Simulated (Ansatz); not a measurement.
# Si under changes of volume

One of the cells (14.668 Å³/atom); the others are scaled copies at fixed shape and fractional positions:

```
CELL_PARAMETERS angstrom
2.62054 0.00000 0.00000
-1.31027 2.26946 0.00000
0.00000 0.00000 2.46635
ATOMIC_POSITIONS crystal
Si 0.00000 0.00000 0.00000
```

This isn't the form of Si at room conditions, which is diamond.

* Program: Ansatz 0.2.0
* Functional: r2SCAN
* Potentials or basis: Ansatz PAW
* Cutoff: 500 eV (not typed: the program's choice for these potentials)
* k mesh: 12 × 12 × 11
* Occupations: fermi-dirac, width 0.05 eV
* Spin: no spin polarisation

```csv
volume (Å³/atom),energy over the lowest point (meV/atom),pressure (GPa)
13.788,?,?
14.081,18.12,7.4
14.375,7.26,4.5
14.668,1.39,1.9
14.961,0.00,-0.4
15.255,2.66,-2.5
15.548,8.94,-4.3
```

Problem. What does the run at 13.788 Å³/atom give?

Solution. Energy over the lowest point 34.54 meV/atom; pressure 10.6 GPa.

Worked out: A Birch-Murnaghan fit of order 3 (a polynomial in V^(-2/3)) to the other rows has its minimum at 14.91 Å³/atom with B0 = V·E''(V) = 114 GPa and B' = 4.3 at fixed shape and positions, which overstates the stiffness. It gives 34.47 meV/atom at 13.788 Å³/atom, against the run's 34.54, and -dE/dV = 10.6 GPa, against 10.6.

Energies are extrapolated to zero smearing.

Caveats: the PAW data sets come from PBE, with cores solved anew for the run's functional, which leaves a small shift of forces and pressure.
